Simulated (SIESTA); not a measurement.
Crystal: Au.

```xyz
1
Lattice="0.0000 2.0350 2.0350 2.0350 0.0000 2.0350 2.0350 2.0350 0.0000" Properties=species:S:1:pos:R:3 pbc="T T T"
Au    0.0000    0.0000    0.0000
```

- Program: SIESTA 5.4.2
- Task: relaxation of cell and atoms
- Functional: PBE
- Potentials or basis: PseudoDojo 0.4 standard (PBE files)
- Basis: DZP (energy shift 0.003 Ry; two zetas on semicore shells)
- Grid cutoff: 800 Ry
- Energy shift: 0.003 Ry
- k mesh: 11 × 11 × 11
- Occupations: fermi-dirac, width 0.05 eV
- Spin: no spin polarisation

At the start: pressure 12.3 GPa; volume 16.85 Å³/atom.

Question: How do energy, volume and symmetry change on relaxing?

Answer: Over 6 steps the energy falls by 45.0 meV/atom and the volume is 18.11 Å³/atom (+7.5 %); space group Fm-3m (No. 225, to 0.05 Å).

Step by step:
```tsv
step	energy change (eV)	largest force (eV/Å)	pressure (GPa)	volume (Å³)
1	0.0000	0.0000	12.26	16.85
2	-0.0330	0.0000	5.87	17.45
3	-0.0427	0.0000	-2.32	18.42
4	-0.0450	0.0000	-0.12	18.13
5	-0.0188	0.0001	-7.01	19.21
6	-0.0450	0.0000	0.01	18.11
```

Final structure:
```
Au
1.0
    -0.00014    2.08428    2.08428
     2.08428   -0.00014    2.08428
     2.08428    2.08428   -0.00014
Au
1
Direct
  0.00000 0.00000 0.00000
```

Caveat: short orbitals over semicore shells can move pressures by several GPa; the basis of atomic orbitals isn't converged, which shifts pressures, moduli and gaps.
